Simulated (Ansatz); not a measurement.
# A series in volume per atom on MoP

Results calculated with Ansatz 0.2.0, not measured. Periodic Kohn-Sham DFT of a crystal at fixed atoms; pressure and stress are positive in compression; the energy is the free energy less that of spherical unpolarised free atoms; site moments are those in the method's own spheres, positive along +z.

Cell of the first row (space group P-6m2, No. 187):
```
CELL_PARAMETERS angstrom
3.15720 0.00000 0.00000
-1.57860 2.73420 0.00000
0.00000 0.00000 3.12590
ATOMIC_POSITIONS crystal
Mo 0.00000 0.00000 0.00000
P 0.33333 0.66667 0.50000
```

Settings of every row: method all-electron LAPW; functional PBEsol; relativity scalar; k mesh 15x15x13; filling fermi-dirac; smearing width 0.08 eV; basis error target 0.25 meV/atom; nucleus gaussian.

Atom start moment: 0 on all atoms.

```csv
row,volume per atom (Å³),energy less free atoms (eV/atom),pressure (GPa)
1,13.492,?,?
2,13.779,-9.5116,6.491
3,14.066,-9.5183,1.167
4,14.21,-9.5183,-1.284
5,14.353,-9.5161,-3.605
6,14.497,-9.5118,-5.801
7,14.64,-9.5057,-7.88
8,14.927,-9.4881,-11.708
9,15.214,-9.464,-15.134
```

Question: what energy less free atoms and pressure should row 1 give?

Worked fit of energy less free atoms. Take u = (V_r/V)^(2/3) − 1 with V_r = 14.425 Å³ an atom, which is twice the finite (Eulerian) strain; such expansions in the strain, on which the Birch-Murnaghan equation of state is built, carry the rest volume and the bulk modulus. The shown rows have u = 0.03102, 0.01694, 0.01006, 0.00334, -0.00331, -0.00981, -0.02255, -0.03488. Least squares give energy less free atoms = −9.51419 − 0.6342 × u + 23.105 × u² eV/atom; a straight line predicts inner rows, each left out in turn, worse (root mean square 0.0075 against 5.9e-05 eV/atom). The rows lie off it by 0.0000, 0.0000, -0.0001, 0.0000, 0.0000, 0.0000, 0.0000, 0.0000. Its lowest point lies at u = 0.0137, or V = 14.13 Å³ an atom, and the curvature there gives the bulk modulus at fixed shape and fractions, B = (4/9)(1 + u)² E″(u)/V = 239 GPa. Letting shape and atoms relax would as a rule lower it, by much in layered, chain or molecular crystals. The withheld row has u = 0.04559, so the fit gives −9.51419 − 0.6342 × (0.04559) + 23.105 × (0.04559)² = -9.4951 eV/atom.

The calculation gave -9.4947 eV/atom. The fit lies 0.0004 eV/atom (0.74 % of the column's range) below it; its largest miss of a shown row is 0.0001 eV/atom. This row lies beyond the range of the fit.

Worked fit of pressure. Take u = (V_r/V)^(2/3) − 1 with V_r = 14.425 Å³ an atom, which is twice the finite (Eulerian) strain; such expansions in the strain, on which the Birch-Murnaghan equation of state is built, carry the rest volume and the bulk modulus. The shown rows have u = 0.03102, 0.01694, 0.01006, 0.00334, -0.00331, -0.00981, -0.02255, -0.03488. Least squares give pressure = −4.7182 + 331.695 × u + 951.83 × u² GPa; a straight line predicts inner rows, each left out in turn, worse (root mean square 0.31 against 0.0062 GPa). The rows lie off it by 0.004, -0.007, 0.001, -0.005, 0.005, 0.001, 0.006, -0.004 (root mean square 0.0046 GPa). The pressure vanishes at u = 0.0137, or V = 14.13 Å³ an atom, and there the bulk modulus at fixed shape and fractions is B = −V dP/dV = (2/3)(1 + u) dP/du = 242 GPa. Letting shape and atoms relax would as a rule lower it, by much in layered, chain or molecular crystals. The withheld row has u = 0.04559, so the fit gives −4.7182 + 331.695 × (0.04559) + 951.83 × (0.04559)² = 12.382 GPa.

The calculation gave 12.43 GPa. The fit lies 0.048 GPa (0.17 % of the column's range) below it; its largest miss of a shown row is 0.007 GPa. This row lies beyond the range of the fit.
